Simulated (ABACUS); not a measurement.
# Ru: equation of state with r2SCAN

The system is Ru.

```
Ru
1.0
     2.70580    0.00000    0.00000
    -1.35290    2.34329    0.00000
     0.00000    0.00000    4.28190
Ru
2
Direct
  0.66667 0.33333 0.75000
  0.33333 0.66667 0.25000
```

```json
{
  "Program": "ABACUS 3.10.1",
  "Task": "equation of state",
  "Functional": "r2SCAN",
  "Potentials or basis": "SG15 ONCV 1.2 PBE",
  "Cutoff": "1320 eV",
  "Density cutoff": "5279 eV",
  "Basis": "plane waves",
  "k mesh": "7 × 7 × 4",
  "Occupations": "fermi-dirac, width 0.05 eV",
  "Spin": "no spin polarisation"
}
```

* Equilibrium volume: 13.44 Å³/atom
* Bulk modulus at fixed shape and positions: 342 GPa
* Pressure derivative of the bulk modulus: 4.7 (rough: it moves with the points fitted)

Energy against volume, from the lowest point:
```tsv
volume (Å³/atom)	energy (meV/atom)
12.760	39.08
13.303	0.00
13.846	10.82
14.389	61.19
```

All runs of the series together: 49 s on 4 threads of AMD EPYC 9R14 (Zen 4), on a shared host.

Caveat: the k mesh is coarse (spacing up to 0.38 Å⁻¹), so the values aren't converged; the cell was scaled at fixed shape and fractional positions, which overstates the stiffness of a crystal with free parameters, most of all of layers and chains; the potentials were made for another functional, which shifts forces and pressure.
